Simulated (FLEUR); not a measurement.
# C (Fd-3m) in FLEUR: notebook

One crystal, C, is run at these levels: r2SCAN; tasks: band structure, equation of state.

Everything below comes from runs of FLEUR MaX-R8.1 (later development tree). Logs are shortened: lines on timing, memory, paths and dates and some standing lists are left out, and cuts for length are marked.

**Measured values to compare with.**

“Equation of state of cubic boron nitride at high pressures and temperatures”, 2007, arxiv:cond-mat/0702656 quotes, for a bulk crystal of C: bulk modulus 444.8 ± 0.8 GPa.

How close the calculation comes is told below.

**1. The structure**

It takes space group Fd-3m (No. 227, cubic). The conventional cell has a = 3.567 Å, b = 3.567 Å, c = 3.567 Å, α = 90.00°, β = 90.00°, γ = 90.00°. Around C (site symmetry -43m) lie 4 C at 1.54 Å.

This isn't the form of C at room conditions, which is graphite.

**2. Band structure, r2SCAN**

The input, inp.xml:

```xml
<?xml version="1.0" encoding="UTF-8" standalone="no"?>
<fleurInput fleurInputVersion="0.39">
   <comment>
      C                                                                                                   
   </comment>
   <calculationSetup>
      <cutoffs Kmax="5.33" Gmax="16.5" GmaxXC="16.5" numbands="0"/>
      <scfLoop itmax="80" minDistance="0.0001" maxIterBroyd="30" imix="Anderson" alpha="0.05" precondParam="0.0" spinf="2.0" sdNocoIR="T"/>
      <coreElectrons ctail="F" frcor="F" kcrel="0" coretail_lmax="0"/>
      <xcFunctional name="LibXC" relativisticCorrections="F">
         <LibXCName exchange="mgga_x_r2scan" correlation="mgga_c_r2scan"/>
         <AuxGGA exchange="117" correlation="130"/>
      </xcFunctional>
      <magnetism jspins="1"/>
      <soc l_soc="F" theta="0.0" phi="0.0" spav="F"/>
      <expertModes spex="0" secvar="F"/>
      <geometryOptimization l_f="F" forcealpha="1.0" forcemix="BFGS" epsdisp="0.00001" epsforce="0.00001"/>
      <ldaU l_linMix="F" mixParam="0.05" spinf="1.0"/>
   </calculationSetup>
   <cell>
      <bzIntegration valenceElectrons="8.0" mode="hist" fermiSmearingEnergy="0.00183747">
         <kPointListSelection listName="default-1"/>
         <!-- k-points included here -->
         <xi:include xmlns:xi="http://www.w3.org/2001/XInclude" href="kpts.xml"> </xi:include>
      </bzIntegration>
      <!-- symmetry operations included here -->
      <xi:include xmlns:xi="http://www.w3.org/2001/XInclude" href="sym.xml"> </xi:include>
      <bulkLattice scale="1.0">
         <bravaisMatrix>
            <row-1>    0.0000000000000000     3.3700808788279017     3.3700808788279017</row-1>
            <row-2>    3.3700808788279017     0.0000000000000000     3.3700808788279017</row-2>
            <row-3>    3.3700808788279017     3.3700808788279017     0.0000000000000000</row-3>
         </bravaisMatrix>
      </bulkLattice>
   </cell>
   <atomSpecies>
      <species name="Carbon (C)" element="C" atomicNumber="6">
         <mtSphere radius="1.35" gridPoints="447" logIncrement="0.023"/>
         <atomicCutoffs lmax="8" lnonsphr="8"/>
         <electronConfig flipSpins="F">
            <coreConfig>(1s1/2)</coreConfig>
            <valenceConfig>(2s1/2) (2p1/2) (2p3/2)</valenceConfig>
            <stateOccupation state="(2p1/2)" spinUp="0.333333" spinDown="0.333333"/>
            <stateOccupation state="(2p3/2)" spinUp="0.666667" spinDown="0.666667"/>
         </electronConfig>
         <energyParameters s="2" p="2" d="3" f="4"/>
         <lo type="SCLO" l="0" n="2" eDeriv="2"/>
         <lo type="SCLO" l="1" n="2" eDeriv="2"/>
         <lo type="SCLO" l="2" n="3" eDeriv="2"/>
      </species>
   </atomSpecies>
   <atomGroups>
      <atomGroup species="Carbon (C)">
         <relPos label="                   1">-3.000/8.000 -3.000/8.000 -3.000/8.000</relPos>
         <relPos label="                   2">3.000/8.000 3.000/8.000 3.000/8.000</relPos>
         <force calculate="T" relaxXYZ="TTT"/>
      </atomGroup>
   </atomGroups>
   <output dos="F" band="F" slice="F">
      <checks vchk="F" cdinf="F"/>
      <bandDOS minEnergy="-.5*Htr" maxEnergy="0.5*Htr" sigma="0.015" storeEVData="T"/>
      <vacuumDOS vacdos="F" integ="F" star="F" nstars="0" locx1="0.0" locy1="0.0" locx2="0.0" locy2="0.0" nstm="0" tworkf="0.0"/>
      <unfoldingBand unfoldBand="F" supercellX="1" supercellY="1" supercellZ="1"/>
      <plotting iplot="0" polar="F">
         <plot TwoD="T" vec1="  1.0  0.0  0.0" vec2="  0.0  1.0  0.0" vec3="  0.0  0.0  1.0" zero="  0.0  0.0  0.0" file="plot"/>
      </plotting>
      <chargeDensitySlicing numkpt="0" minEigenval="0.0" maxEigenval="0.0" nnne="0" pallst="F"/>
      <specialOutput eonly="F"/>
      <moessbauerParams electricFieldGradient="T" isomerShift="T" coreHyperfine="T" valenceHyperfine="T"/>
      <magneticCircularDichroism mcd="F" energyLo="-10.0" energyUp="0.0"/>
   </output>
  <!-- We include the file relax.xml here to enable relaxations (see documentation) -->
  <xi:include xmlns:xi="http://www.w3.org/2001/XInclude" href="relax.xml"> <xi:fallback/> </xi:include>
</fleurInput>
```

The input, crystal.txt:

```
C
&input cartesian=F /
0.0000000000  1.7833700000  1.7833700000
1.7833700000  0.0000000000  1.7833700000
1.7833700000  1.7833700000  0.0000000000
1.8897261246
1.0 1.0 1.0

2
6 0.7500000000  0.7500000000  0.7500000000
6 0.5000000000  0.5000000000  0.5000000000

&kpt div1=13 div2=13 div3=13 gamma=T /
```

The input, inp.xml (bands):

```
<?xml version="1.0" encoding="UTF-8" standalone="no"?>
<fleurInput fleurInputVersion="0.39">
   <comment>
      C                                                                                                   
   </comment>
   <calculationSetup>
      <cutoffs Kmax="5.33" Gmax="16.5" GmaxXC="16.5" numbands="0"/>
      <scfLoop itmax="80" minDistance="0.0001" maxIterBroyd="30" imix="Anderson" alpha="0.05" precondParam="0.0" spinf="2.0" sdNocoIR="T"/>
      <coreElectrons ctail="F" frcor="F" kcrel="0" coretail_lmax="0"/>
      <xcFunctional name="LibXC" relativisticCorrections="F">
         <LibXCName exchange="mgga_x_r2scan" correlation="mgga_c_r2scan"/>
         <AuxGGA exchange="117" correlation="130"/>
      </xcFunctional>
      <magnetism jspins="1"/>
      <soc l_soc="F" theta="0.0" phi="0.0" spav="F"/>
      <expertModes spex="0" secvar="F"/>
      <geometryOptimization l_f="F" forcealpha="1.0" forcemix="BFGS" epsdisp="0.00001" epsforce="0.00001"/>
      <ldaU l_linMix="F" mixParam="0.05" spinf="1.0"/>
   </calculationSetup>
   <cell>
      <bzIntegration valenceElectrons="8.0" mode="hist" fermiSmearingEnergy="0.00183747">
         <kPointListSelection listName="path-1"/>
         <!-- k-points included here -->
         <xi:include xmlns:xi="http://www.w3.org/2001/XInclude" href="kpts.xml"> </xi:include>
      </bzIntegration>
      <!-- symmetry operations included here -->
      <xi:include xmlns:xi="http://www.w3.org/2001/XInclude" href="sym.xml"> </xi:include>
      <bulkLattice scale="1.0">
         <bravaisMatrix>
            <row-1>    0.0000000000000000     3.3700808788279017     3.3700808788279017</row-1>
            <row-2>    3.3700808788279017     0.0000000000000000     3.3700808788279017</row-2>
            <row-3>    3.3700808788279017     3.3700808788279017     0.0000000000000000</row-3>
         </bravaisMatrix>
      </bulkLattice>
   </cell>
   <atomSpecies>
      <species name="Carbon (C)" element="C" atomicNumber="6">
         <mtSphere radius="1.35" gridPoints="447" logIncrement="0.023"/>
         <atomicCutoffs lmax="8" lnonsphr="8"/>
         <electronConfig flipSpins="F">
            <coreConfig>(1s1/2)</coreConfig>
            <valenceConfig>(2s1/2) (2p1/2) (2p3/2)</valenceConfig>
            <stateOccupation state="(2p1/2)" spinUp="0.333333" spinDown="0.333333"/>
            <stateOccupation state="(2p3/2)" spinUp="0.666667" spinDown="0.666667"/>
         </electronConfig>
         <energyParameters s="2" p="2" d="3" f="4"/>
         <lo type="SCLO" l="0" n="2" eDeriv="2"/>
         <lo type="SCLO" l="1" n="2" eDeriv="2"/>
         <lo type="SCLO" l="2" n="3" eDeriv="2"/>
      </species>
   </atomSpecies>
   <atomGroups>
      <atomGroup species="Carbon (C)">
         <relPos label="                   1">-3.000/8.000 -3.000/8.000 -3.000/8.000</relPos>
         <relPos label="                   2">3.000/8.000 3.000/8.000 3.000/8.000</relPos>
         <force calculate="T" relaxXYZ="TTT"/>
      </atomGroup>
   </atomGroups>
   <output dos="F" band="T" slice="F">
      <checks vchk="F" cdinf="F"/>
      <bandDOS minEnergy="-.5*Htr" maxEnergy="0.5*Htr" sigma="0.015" storeEVData="T"/>
      <vacuumDOS vacdos="F" integ="F" star="F" nstars="0" locx1="0.0" locy1="0.0" locx2="0.0" locy2="0.0" nstm="0" tworkf="0.0"/>
      <unfoldingBand unfoldBand="F" supercellX="1" supercellY="1" supercellZ="1"/>
      <plotting iplot="0" polar="F">
         <plot TwoD="T" vec1="  1.0  0.0  0.0" vec2="  0.0  1.0  0.0" vec3="  0.0  0.0  1.0" zero="  0.0  0.0  0.0" file="plot"/>
      </plotting>
      <chargeDensitySlicing numkpt="0" minEigenval="0.0" maxEigenval="0.0" nnne="0" pallst="F"/>
      <specialOutput eonly="F"/>
      <moessbauerParams electricFieldGradient="T" isomerShift="T" coreHyperfine="T" valenceHyperfine="T"/>
      <magneticCircularDichroism mcd="F" energyLo="-10.0" energyUp="0.0"/>
   </output>
  <!-- We include the file relax.xml here to enable relaxations (see documentation) -->
  <xi:include xmlns:xi="http://www.w3.org/2001/XInclude" href="relax.xml"> <xi:fallback/> </xi:include>
</fleurInput>
```

Potentials or basis: all-electron, FLAPW.

Launch:

```
inpgen -f crystal.txt -profile fastHighL
# inp.xml edited to the form shown
fleur_MPI
fleur_MPI   # second run, on inp.xml (bands)
```

The log of the run:

```text
Welcome to FLEUR        (www.flapw.de)
      MaX-Release 8.1          (www.max-centre.eu)
 func_ids         498         497         498         497
 MetaGGA potential functional detected - V_tau will be computed
 Auxiliary Potential for radial basis: exchange=         117  correlation=         130
The functional 'Re-regularized SCAN exchange by Furness et al' is an exchange functional, it belongs to the 'MGGA' family and is defined in the reference(s):
[1] J. W. Furness, A. D. Kaplan, J. Ning, J. P. Perdew, and J. Sun.,  J. Phys. Chem. Lett. 11, 8208-8215 (2020)
[2] J. W. Furness, A. D. Kaplan, J. Ning, J. P. Perdew, and J. Sun.,  J. Phys. Chem. Lett. 11, 9248-9248 (2020)
The functional 'Re-regularized SCAN correlation by Furness et al' is a correlation functional, it belongs to the 'MGGA' family and is defined in the reference(s):
[1] J. W. Furness, A. D. Kaplan, J. Ning, J. P. Perdew, and J. Sun.,  J. Phys. Chem. Lett. 11, 8208-8215 (2020)
[2] J. W. Furness, A. D. Kaplan, J. Ning, J. P. Perdew, and J. Sun.,  J. Phys. Chem. Lett. 11, 9248-9248 (2020)
 Using same functional for VXC and EXC

 ========== k-point set info ==========
 Selected k-point list: default-1
 k-point list type: mesh
 13 x 13 x 13
 Number of k points: 84

 ------------Calculation Setup---------------------------
 Number of MPI-tasks      :            1
 Number of PE/node        :            1
 Number of OMP-threads    :            1
 Most efficient MPI parallelization for:
           1           2           3           4           6           7          12          14          21          28          42          84
 Additional eigenvalue parallelization possible
 Number of basis functions:          234
 Approximate size of matrices (H+S) per k-point:         0.001 GB
 --------------------------------------------------------
The functional 'Hammer, Hansen, and Norskov' is an exchange functional, it belongs to the 'GGA' family and is defined in the reference(s):
[... 6 lines left out ...]
 Reset of history
 Reset of history
 Iteration:     1   Distance:      23.24098354 me/bohr^3
The functional 'Hammer, Hansen, and Norskov' is an exchange functional, it belongs to the 'GGA' family and is defined in the reference(s):
[1] B. Hammer, L. B. Hansen, and J. K. Nørskov.,  Phys. Rev. B 59, 7413 (1999)
The functional 'Perdew, Burke & Ernzerhof' is a correlation functional, it belongs to the 'GGA' family and is defined in the reference(s):
[1] J. P. Perdew, K. Burke, and M. Ernzerhof.,  Phys. Rev. Lett. 77, 3865 (1996)
[2] J. P. Perdew, K. Burke, and M. Ernzerhof.,  Phys. Rev. Lett. 78, 1396 (1997)
 Using same functional for VXC and EXC
 Iteration:     2   Distance:      21.55788529 me/bohr^3
The functional 'Hammer, Hansen, and Norskov' is an exchange functional, it belongs to the 'GGA' family and is defined in the reference(s):
[1] B. Hammer, L. B. Hansen, and J. K. Nørskov.,  Phys. Rev. B 59, 7413 (1999)
The functional 'Perdew, Burke & Ernzerhof' is a correlation functional, it belongs to the 'GGA' family and is defined in the reference(s):
[1] J. P. Perdew, K. Burke, and M. Ernzerhof.,  Phys. Rev. Lett. 77, 3865 (1996)
[2] J. P. Perdew, K. Burke, and M. Ernzerhof.,  Phys. Rev. Lett. 78, 1396 (1997)
 Using same functional for VXC and EXC
 Iteration:     3   Distance:      20.31823827 me/bohr^3
The functional 'Hammer, Hansen, and Norskov' is an exchange functional, it belongs to the 'GGA' family and is defined in the reference(s):
[1] B. Hammer, L. B. Hansen, and J. K. Nørskov.,  Phys. Rev. B 59, 7413 (1999)
The functional 'Perdew, Burke & Ernzerhof' is a correlation functional, it belongs to the 'GGA' family and is defined in the reference(s):
[1] J. P. Perdew, K. Burke, and M. Ernzerhof.,  Phys. Rev. Lett. 77, 3865 (1996)
[2] J. P. Perdew, K. Burke, and M. Ernzerhof.,  Phys. Rev. Lett. 78, 1396 (1997)
 Using same functional for VXC and EXC
 Iteration:     4   Distance:       2.91206091 me/bohr^3
The functional 'Hammer, Hansen, and Norskov' is an exchange functional, it belongs to the 'GGA' family and is defined in the reference(s):
[1] B. Hammer, L. B. Hansen, and J. K. Nørskov.,  Phys. Rev. B 59, 7413 (1999)
The functional 'Perdew, Burke & Ernzerhof' is a correlation functional, it belongs to the 'GGA' family and is defined in the reference(s):
[1] J. P. Perdew, K. Burke, and M. Ernzerhof.,  Phys. Rev. Lett. 77, 3865 (1996)
[2] J. P. Perdew, K. Burke, and M. Ernzerhof.,  Phys. Rev. Lett. 78, 1396 (1997)
 Using same functional for VXC and EXC
 Iteration:     5   Distance:       2.03282890 me/bohr^3
The functional 'Hammer, Hansen, and Norskov' is an exchange functional, it belongs to the 'GGA' family and is defined in the reference(s):
[... 18 lines left out ...]
 Using same functional for VXC and EXC
 Iteration:     8   Distance:       0.01006583 me/bohr^3
The functional 'Hammer, Hansen, and Norskov' is an exchange functional, it belongs to the 'GGA' family and is defined in the reference(s):
[1] B. Hammer, L. B. Hansen, and J. K. Nørskov.,  Phys. Rev. B 59, 7413 (1999)
The functional 'Perdew, Burke & Ernzerhof' is a correlation functional, it belongs to the 'GGA' family and is defined in the reference(s):
[1] J. P. Perdew, K. Burke, and M. Ernzerhof.,  Phys. Rev. Lett. 77, 3865 (1996)
[2] J. P. Perdew, K. Burke, and M. Ernzerhof.,  Phys. Rev. Lett. 78, 1396 (1997)
 Using same functional for VXC and EXC
 Iteration:     9   Distance:       0.01184861 me/bohr^3
The functional 'Hammer, Hansen, and Norskov' is an exchange functional, it belongs to the 'GGA' family and is defined in the reference(s):
[1] B. Hammer, L. B. Hansen, and J. K. Nørskov.,  Phys. Rev. B 59, 7413 (1999)
The functional 'Perdew, Burke & Ernzerhof' is a correlation functional, it belongs to the 'GGA' family and is defined in the reference(s):
[1] J. P. Perdew, K. Burke, and M. Ernzerhof.,  Phys. Rev. Lett. 77, 3865 (1996)
[2] J. P. Perdew, K. Burke, and M. Ernzerhof.,  Phys. Rev. Lett. 78, 1396 (1997)
 Using same functional for VXC and EXC
 Iteration:    10   Distance:       0.00027484 me/bohr^3
The functional 'Hammer, Hansen, and Norskov' is an exchange functional, it belongs to the 'GGA' family and is defined in the reference(s):
[1] B. Hammer, L. B. Hansen, and J. K. Nørskov.,  Phys. Rev. B 59, 7413 (1999)
The functional 'Perdew, Burke & Ernzerhof' is a correlation functional, it belongs to the 'GGA' family and is defined in the reference(s):
[1] J. P. Perdew, K. Burke, and M. Ernzerhof.,  Phys. Rev. Lett. 77, 3865 (1996)
[2] J. P. Perdew, K. Burke, and M. Ernzerhof.,  Phys. Rev. Lett. 78, 1396 (1997)
 Using same functional for VXC and EXC
 Iteration:    11   Distance:       0.00007576 me/bohr^3

 ********************************************************************
 Run finished successfully
 Stop message:
   all done
 ********************************************************************
```

Wall time 14 s (1 thread of Arm Neoverse V2, shared host); peak memory 0.05 GiB.

Results:

```yaml
Free_energy: -2074.9371 eV
Band_gap_on_the_k_mesh: 4.36 eV, indirect (least direct gap 5.88 eV)
Band_gap_along_the_path: 4.35 eV, indirect (least direct gap 5.88 eV)
Valence_electrons_inside_the_program's_atomic_spheres: C 2.09 (radii C 1.35 bohr)
```

Levels at the corners of the path, in eV from the valence-band top:
```tsv
point	band 1	band 2	band 3	band 4	band 5	band 6	band 7
Γ	-22.67	0.00	0.00	0.00	5.88	5.88	5.88
X	-13.57	-13.57	-6.64	-6.64	5.02	5.02	17.92
W	-12.79	-12.79	-8.70	-8.70	11.27	11.27	12.94
K	-13.86	-12.48	-9.72	-5.66	5.98	11.33	15.25
Γ	-22.67	0.00	0.00	0.00	5.88	5.88	5.88
L	-16.73	-14.02	-2.97	-2.97	8.91	8.91	9.15
U	-13.86	-12.48	-9.72	-5.66	5.98	11.33	15.25
W	-12.79	-12.79	-8.70	-8.70	11.27	11.27	12.94
L	-16.73	-14.02	-2.97	-2.97	8.91	8.91	9.15
K	-13.86	-12.48	-9.72	-5.66	5.98	11.33	15.25
U	-13.86	-12.48	-9.72	-5.66	5.98	11.33	15.25
X	-13.57	-13.57	-6.64	-6.64	5.02	5.02	17.92
```

Core levels (eV from the Fermi level):
```tsv
atom	levels
1 C	1s1/2 -266.2
2 C	1s1/2 -266.2
```

Caveat: the meta-GGA is that of a development version, with a GGA for the radial functions and cores and without core tails. r2SCAN opens gaps a little over a GGA but as a rule still falls short of measured ones.

(Continued in part 2 of 2.)
